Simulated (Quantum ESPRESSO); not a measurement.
# NiO (Fm-3m) in Quantum ESPRESSO: further runs, part 2 of 3

Quantum ESPRESSO 7.5.

### Step 3. Phonons, PBE, collinear spin, ferromagnetic start

pw.in reads:

```
&CONTROL
  calculation = 'scf'
  prefix = 'pwscf'
  outdir = './tmp'
  pseudo_dir = './pseudo'
  tprnfor = .true.
  tstress = .true.
  disk_io = 'low'
/
&SYSTEM
  ibrav = 0
  A = 2.95755827
  nat = 2
  ntyp = 2
  ecutwfc = 45
  ecutrho = 360
  nbnd = 22
  occupations = 'smearing'
  smearing = 'fd'
  degauss = 0.00367493
  nspin = 2
  starting_magnetization(1) = 0.0556
  starting_magnetization(2) = 0
/
&ELECTRONS
  conv_thr = 4d-10
  electron_maxstep = 120
  mixing_beta = 0.3
/
ATOMIC_SPECIES
Ni    58.6934 ni_pbe_v1.4.uspp.F.UPF
O     15.9990 o_pbe_v1.2.uspp.F.UPF
CELL_PARAMETERS alat
   0.0000000000    0.7071067817    0.7071067817
   0.7071067817    0.0000000000    0.7071067817
   0.7071067817    0.7071067817    0.0000000000
ATOMIC_POSITIONS alat
Ni     0.0000000000    0.0000000000    0.0000000000
O      0.7071067817    0.7071067817    0.7071067817
K_POINTS automatic
10 10 10 0 0 0
```

scf2.in reads:

```
&CONTROL
  calculation = 'scf'
  prefix = 'pwscf'
  outdir = './tmp'
  pseudo_dir = './pseudo'
  tprnfor = .true.
  tstress = .true.
  disk_io = 'low'
/
&SYSTEM
  ibrav = 0
  A = 2.95755827
  nat = 2
  ntyp = 2
  ecutwfc = 45
  ecutrho = 360
  nbnd = 22
  occupations = 'smearing'
  smearing = 'fd'
  degauss = 0.00367493
  nspin = 2
  starting_magnetization(1) = 0.0556
  starting_magnetization(2) = 0
/
&ELECTRONS
  conv_thr = 1d-13
  electron_maxstep = 120
  mixing_beta = 0.3
  startingpot = 'file'
  startingwfc = 'file'
/
ATOMIC_SPECIES
Ni    58.6934 ni_pbe_v1.4.uspp.F.UPF
O     15.9990 o_pbe_v1.2.uspp.F.UPF
CELL_PARAMETERS alat
   0.0000000000    0.7071067817    0.7071067817
   0.7071067817    0.0000000000    0.7071067817
   0.7071067817    0.7071067817    0.0000000000
ATOMIC_POSITIONS alat
Ni     0.0000000000    0.0000000000    0.0000000000
O      0.7071067817    0.7071067817    0.7071067817
K_POINTS automatic
10 10 10 0 0 0
```

ph.in reads:

```
phonons of NiO
&INPUTPH
  prefix = 'pwscf'
  outdir = './tmp'
  tr2_ph = 1d-18
  fildyn = 'dyn'
  niter_ph = 90
  alpha_mix(1) = 0.4
/
0.0000000000 0.0000000000 0.0000000000
```

dynmat.in reads:

```
&INPUT
  fildyn = 'dyn'
  asr = 'crystal'
  filout = 'dynmat.disp'
  fileig = 'dynmat.eig'
/
```

Potentials or basis: GBRV 1.5 PBE.

Started as:

```bash
> OMP_NUM_THREADS=1 pw.x -in pw.in > pw.out
> OMP_NUM_THREADS=1 pw.x -in scf2.in > scf2.out
> OMP_NUM_THREADS=1 ph.x -in ph.in > ph.out
> OMP_NUM_THREADS=1 dynmat.x -in dynmat.in > dynmat.out
```

pw.out:

```text
This program is part of the open-source Quantum ESPRESSO suite
     for quantum simulation of materials; please cite
[... 9 lines left out ...]
     --------------------
     sticks:   dense  smooth     PW     G-vecs:    dense   smooth      PW
     Sum         769     379    121                14211     5029     941

     Using Slab Decomposition

     bravais-lattice index     =            0
     lattice parameter (alat)  =       5.5890  a.u.
     unit-cell volume          =     123.4473 (a.u.)^3
     number of atoms/cell      =            2
     number of atomic types    =            2
     number of electrons       =        24.00
     number of Kohn-Sham states=           22
     kinetic-energy cutoff     =      45.0000  Ry
     charge density cutoff     =     360.0000  Ry
     scf convergence threshold =      4.0E-10
     mixing beta               =       0.3000
     number of iterations used =            8  plain     mixing
     Exchange-correlation= SLA  PW   PBE  PBE
                           (   1   4   3   4   0   0   0)

     celldm(1)=   5.588975  celldm(2)=   0.000000  celldm(3)=   0.000000
     celldm(4)=   0.000000  celldm(5)=   0.000000  celldm(6)=   0.000000

     crystal axes: (cart. coord. in units of alat)
               a(1) = (   0.000000   0.707107   0.707107 )
               a(2) = (   0.707107   0.000000   0.707107 )
               a(3) = (   0.707107   0.707107   0.000000 )

     reciprocal axes: (cart. coord. in units 2 pi/alat)
               b(1) = ( -0.707107  0.707107  0.707107 )
               b(2) = (  0.707107 -0.707107  0.707107 )
               b(3) = (  0.707107  0.707107 -0.707107 )

     PseudoPot. # 1 for Ni read from file:
     ni_pbe_v1.4.uspp.F.UPF
     Pseudo is Ultrasoft + core correction, Zval = 18.0
     Generated by new atomic code, or converted to UPF format
     Using radial grid of  865 points,  6 beta functions with:
                l(1) =   0
                l(2) =   0
                l(3) =   1
                l(4) =   1
                l(5) =   2
                l(6) =   2
     Q(r) pseudized with 10 coefficients,  rinner =    0.980   0.980   0.980
                                                       0.980   0.980

     PseudoPot. # 2 for O  read from file:
     o_pbe_v1.2.uspp.F.UPF
     Pseudo is Ultrasoft + core correction, Zval =  6.0
     Generated by new atomic code, or converted to UPF format
     Using radial grid of  737 points,  5 beta functions with:
                l(1) =   0
                l(2) =   0
                l(3) =   1
                l(4) =   1
                l(5) =   2
     Q(r) pseudized with  8 coefficients,  rinner =    0.900   0.900   0.900
                                                       0.900   0.900

     atomic species   valence    mass     pseudopotential
     Ni               18.00    58.69340     Ni( 1.00)
     O                 6.00    15.99900     O ( 1.00)

     Starting magnetic structure
     atomic species   magnetization
     Ni              0.056
     O               0.000

     48 Sym. Ops., with inversion, found

   Cartesian axes

     site n.     atom                  positions (alat units)
         1        Ni     tau(   1) = (   0.0000000   0.0000000   0.0000000  )
         2        O      tau(   2) = (   0.7071068   0.7071068   0.7071068  )

     number of k points=    47  Fermi-Dirac smearing, width (Ry)=  0.0037
                       cart. coord. in units 2pi/alat
        k(    1) = (   0.0000000   0.0000000   0.0000000), wk =   0.0010000
        k(    2) = (   0.0707107   0.0707107  -0.0707107), wk =   0.0080000
        k(    3) = (   0.1414214   0.1414214  -0.1414214), wk =   0.0080000
        k(    4) = (   0.2121320   0.2121320  -0.2121320), wk =   0.0080000
        k(    5) = (   0.2828427   0.2828427  -0.2828427), wk =   0.0080000
        k(    6) = (  -0.3535534  -0.3535534   0.3535534), wk =   0.0040000
[... 39 lines left out ...]
        k(   46) = (  -0.0707107  -0.3535534   0.6363961), wk =   0.0240000
        k(   47) = (  -0.7071068   0.2828427   0.0000000), wk =   0.0120000

     Dense  grid:    14211 G-vectors     FFT dimensions: (  36,  36,  36)

     Smooth grid:     5029 G-vectors     FFT dimensions: (  24,  24,  24)

     Check: negative core charge=   -0.000006
     Generating pointlists ...
     new r_m :   0.2917 (alat units)  1.6302 (a.u.) for type    1
     new r_m :   0.2917 (alat units)  1.6302 (a.u.) for type    2

     Initial potential from superposition of free atoms

     starting charge      22.0000, renormalised to      24.0000
     Starting wfcs are   17 randomized atomic wfcs +    5 random wfcs

     Self-consistent Calculation

     iteration #  1     ecut=    45.00 Ry     beta= 0.30
     Davidson diagonalization with overlap
     ethr =  1.00E-02,  avg # of iterations =  5.9

     total energy              =    -365.34418575 Ry
     estimated scf accuracy    <      33.40256107 Ry

     total magnetization       =     0.71 Bohr mag/cell
     absolute magnetization    =     0.71 Bohr mag/cell
[... 148 lines left out ...]
     total magnetization       =     0.35 Bohr mag/cell
     absolute magnetization    =     0.35 Bohr mag/cell

     iteration # 17     ecut=    45.00 Ry     beta= 0.30
     Davidson diagonalization with overlap
     ethr =  2.60E-12,  avg # of iterations =  2.0

     Magnetic moment per site  (integrated on atomic sphere of radius R)
     atom   1 (R=0.292)  charge= 15.7244  magn=  0.3019
     atom   2 (R=0.292)  charge=  5.6318  magn=  0.0385

     End of self-consistent calculation

 ------ SPIN UP ------------

          k = 0.0000 0.0000 0.0000 (   609 PWs)   bands (ev):

   -89.1622 -49.5670 -49.5670 -49.5670  -6.2986  10.9793  10.9793  10.9793
    12.1521  12.1521  12.1521  12.3694  12.3694  15.6928  31.8766  33.0663
    33.0663  33.0663  36.5548  36.5548  36.5548  40.0380

          k = 0.0707 0.0707-0.0707 (   621 PWs)   bands (ev):

   -89.1620 -49.5700 -49.5674 -49.5674  -6.1873  10.1556  10.4918  10.4918
    12.2408  12.2408  12.3592  12.8820  12.8820  16.3592  29.8944  32.6970
    32.6970  33.9875  35.8444  35.8444  37.9098  41.6228
[... 169 lines left out ...]
          k =-0.7071 0.0000 0.0000 (   636 PWs)   bands (ev):

   -89.1585 -49.5959 -49.5790 -49.5790  -4.8862   7.1705   9.7180   9.7180
    11.2034  12.7514  13.2205  13.2205  13.2691  20.4376  24.6051  26.4984
    30.7413  30.7413  42.6358  45.7212  46.5948  46.5948

          k = 0.2828 0.1414 0.0000 (   620 PWs)   bands (ev):

   -89.1607 -49.5807 -49.5725 -49.5696  -5.6570   7.9768   9.5227   9.7839
    12.1747  12.6726  12.9990  13.1243  14.1950  18.8836  27.2351  28.2955
    31.0577  32.6721  38.1458  38.9666  42.9250  43.7852

          k = 0.3536 0.2121-0.0707 (   628 PWs)   bands (ev):

   -89.1600 -49.5875 -49.5751 -49.5709  -5.3118   7.2278   8.9775   9.2216
    12.3797  12.8512  13.1478  13.5533  14.7170  20.0619  25.5581  27.0494
    29.9580  33.8759  38.8647  39.4080  43.5068  44.4810
[... 79 lines left out ...]
          k =-0.7071 0.2828 0.0000 (   632 PWs)   bands (ev):

   -89.1585 -49.5901 -49.5849 -49.5791  -4.7898   7.6811   8.3192   8.4494
    12.5565  13.0259  13.1366  13.2212  13.9192  22.3921  24.6493  25.0491
    28.0333  34.6084  37.9766  44.1062  45.5723  46.6540

 ------ SPIN DOWN ----------

          k = 0.0000 0.0000 0.0000 (   609 PWs)   bands (ev):

   -88.7515 -49.1690 -49.1690 -49.1690  -6.2355  11.0524  11.0524  11.0524
    12.3741  12.3741  12.3741  12.8554  12.8554  15.7582  31.8632  33.1329
    33.1329  33.1329  36.6630  36.6630  36.6630  40.1594

          k = 0.0707 0.0707-0.0707 (   621 PWs)   bands (ev):

   -88.7512 -49.1720 -49.1694 -49.1694  -6.1237  10.2358  10.6263  10.6263
    12.4763  12.4763  12.5705  13.2965  13.2965  16.4269  29.9333  32.7673
    32.7673  34.0228  35.9469  35.9469  37.9980  41.7441
[... 169 lines left out ...]
          k =-0.7071 0.0000 0.0000 (   636 PWs)   bands (ev):

   -88.7477 -49.1985 -49.1812 -49.1812  -4.8110   7.2243   9.7856   9.7856
    11.3933  13.2546  13.4693  13.4693  13.7667  20.5353  24.6638  26.5832
    30.8173  30.8173  42.7570  45.7410  46.6115  46.6115

          k = 0.2828 0.1414 0.0000 (   620 PWs)   bands (ev):

   -88.7499 -49.1829 -49.1745 -49.1716  -5.5909   8.0839   9.6824   9.8745
    12.3887  13.0432  13.2118  13.4535  14.5764  18.9728  27.2930  28.3782
    31.1430  32.7341  38.1907  39.0575  43.0288  43.8512

          k = 0.3536 0.2121-0.0707 (   628 PWs)   bands (ev):

   -88.7492 -49.1899 -49.1772 -49.1729  -5.2438   7.3151   9.1340   9.3451
    12.6062  13.1734  13.3751  13.9089  15.1060  20.1441  25.6290  27.1222
    30.0372  33.9394  38.9249  39.4885  43.5727  44.5560
[... 79 lines left out ...]
          k =-0.7071 0.2828 0.0000 (   632 PWs)   bands (ev):

   -88.7477 -49.1925 -49.1872 -49.1813  -4.7155   7.7431   8.3893   8.5809
    12.7641  13.2559  13.4700  13.6354  14.3623  22.4966  24.7107  25.1180
    28.1102  34.6746  38.0274  44.2273  45.6709  46.6626

     the Fermi energy is    14.1583 ev

!    total energy              =    -375.49927141 Ry
     estimated scf accuracy    <          3.5E-10 Ry
     smearing contrib. (-TS)   =      -0.00129469 Ry
     internal energy E=F+TS    =    -375.49797673 Ry

     The total energy is F=E-TS. E is the sum of the following terms:
     one-electron contribution =    -217.68809433 Ry
     hartree contribution      =     123.62826116 Ry
     xc contribution           =     -42.83343803 Ry
     ewald contribution        =    -238.60470552 Ry

     total magnetization       =     0.35 Bohr mag/cell
     absolute magnetization    =     0.35 Bohr mag/cell

     convergence has been achieved in  17 iterations

     Forces acting on atoms (cartesian axes, Ry/au):

     atom    1 type  1   force =    -0.00000000    0.00000000    0.00000000
     atom    2 type  2   force =     0.00000000   -0.00000000   -0.00000000

     Total force =     0.000000     Total SCF correction =     0.000000

     Computing stress (Cartesian axis) and pressure

          total   stress  (Ry/bohr**3)                   (kbar)     P=      -28.93
  -0.00019667  -0.00000000  -0.00000000          -28.93       -0.00       -0.00
  -0.00000000  -0.00019667  -0.00000000           -0.00      -28.93       -0.00
  -0.00000000  -0.00000000  -0.00019667           -0.00       -0.00      -28.93

=------------------------------------------------------------------------------=
   JOB DONE.
=------------------------------------------------------------------------------=
```

Wall time 5.5 min (1 thread of Arm Neoverse V2, shared host); peak memory 0.11 GiB.

What came out:

```yaml
Free_energy: -5108.9279 eV
Pressure: -2.9 GPa
Band_gap_on_the_k_mesh: none (metal or under the smearing width)
Net_moment: 0.35 μB per cell
Absolute_moment: 0.35 μB per cell
Site_moments: Ni +0.30; O +0.04 μB
Valence_electrons_inside_the_program's_atomic_spheres: Ni 15.72; O 5.63
Highest_phonon_frequency_at_Γ: 324 cm⁻¹
```

Phonon frequencies in cm⁻¹ (negative: imaginary):
| q point | frequencies |
| --- | --- |
| (0.000, 0.000, 0.000) | 4 4 4 324 324 324 |

Optical modes at Γ, degenerate ones joined:
```tsv
cm⁻¹	components	symmetry	active in
324	3	T1u	IR
```

Caveat: the mesh is thin for the phonons of a metal; semilocal functionals often make such compounds metallic where correlation or magnetic order opens a gap, which also shifts bond lengths.

(Part 2 of 3 ends here.)
